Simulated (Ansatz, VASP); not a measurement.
# PtSe2: VASP beside Ansatz

```xyz
3
Lattice="3.6765 0.0000 0.0000 -1.8383 3.1840 0.0000 0.0000 0.0000 6.3713" Properties=species:S:1:pos:R:3 pbc="T T T"
Pt    0.0000    0.0000    0.0000
Se    1.8383    1.0613    5.0236
Se    0.0000    2.1226    1.3477
```

Alike in both runs: task single point; functional PBE; k mesh 12 × 12 × 4; occupations gaussian, width 0.02 eV; no spin polarisation.

|  | VASP | Ansatz |
| --- | --- | --- |
| version | VASP 6.6.1 | Ansatz 0.2.0 |
| potentials or method | VASP PAW PBE potentials, release 64 (Pt, Se) | scalar-relativistic, plane waves, PAW |
| plane-wave cutoff (eV) | 520 | 420 |
| valence electrons in the cell | 22 | 50 |

```tsv
	VASP	Ansatz	Ansatz less VASP
gap on the k mesh at the Fermi level (eV)	0.90	0.92	+0.011
least direct gap on the mesh (eV)	1.07	1.08	+0.010
pressure (GPa)	2.2	2.2	+0.03
largest component of the traceless stress (GPa)	1.96	1.97	+0.007
rms of the force components (eV/Å)	0.003	0.003	+0.0004
```

Atom by atom the forces differ by 0.000 eV/Å (rms over components). The two sets of potentials don't hold the same shells in valence.

Caveats: spin-orbit coupling is left out, which moves the levels of the heavy elements; this functional lacks dispersion, which binds the layers, so the pressure and a relaxed spacing across them are unreliable. A k mesh can miss the band edges. As with any semilocal functional, this PBE gap is likely too small.
